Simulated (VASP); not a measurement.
A run of VASP 6.6.1 is set up as follows.

The input INCAR:

```
ALGO     = Normal         # electronic algorithm
EDIFF    = 1E-6           # SCF threshold, eV
EDIFFG   = -0.01          # ionic threshold
ENCUT    = 600            # plane-wave cutoff, eV
GGA      = CA             # functional
IBRION   = 2              # ionic algorithm
ISIF     = 3              # what is computed and relaxed
ISMEAR   = 1              # smearing method
LASPH    = True           # aspherical terms in the spheres
LCHARG   = False          # write CHGCAR
LREAL    = False          # projectors in reciprocal space
LWAVE    = False          # write WAVECAR
NELM     = 80             # most SCF steps
NSW      = 90             # ionic steps
PREC     = Accurate       # precision mode
PSTRESS  = 197.0        
SIGMA    = 0.1            # smearing width, eV
```

The input KPOINTS:

```
k-points
0
Gamma
  14 14 14
```

Contents of POSCAR:

```
TaC
1.0
    0.0000000000      2.2230000000      2.2230000000
    2.2230000000      0.0000000000      2.2230000000
    2.2230000000      2.2230000000      0.0000000000
Ta C
1 1
Direct
    0.0000000000      0.0000000000      0.0000000000
    0.5000000000      0.5000000000      0.5000000000
```

Potentials or basis: VASP PAW LDA potentials, release 64 (Ta_pv, C).

Run with:

```sh
$ cat potpaw_LDA.64/Ta_pv/POTCAR potpaw_LDA.64/C/POTCAR > POTCAR
$ mpirun -np 1 vasp_std > vasp.out
```

Task: What does it give for the space group after relaxing (to 0.05 Å)?

Result: Fm-3m (No. 225).

Task: Estimate the relaxed cell.

Result: a = 3.075 Å, b = 3.075 Å, c = 3.075 Å, α = 60.00°, β = 60.00°, γ = 60.00°.

Final structure:
```cif
data_structure
_symmetry_space_group_name_H-M 'P 1'
_symmetry_Int_Tables_number 1
_cell_length_a 3.0746
_cell_length_b 3.0746
_cell_length_c 3.0746
_cell_angle_alpha 60.000
_cell_angle_beta 60.000
_cell_angle_gamma 60.000
_cell_volume 20.55
loop_
_atom_site_label
_atom_site_type_symbol
_atom_site_fract_x
_atom_site_fract_y
_atom_site_fract_z
_atom_site_occupancy
Ta1 Ta 0.00000 0.00000 0.00000 1
C1 C 0.50000 0.50000 0.50000 1
```

Caveat: the cell is relaxed towards a set pressure, so the enthalpy falls and the energy may rise. LDA usually gives volumes a few per cent too small.
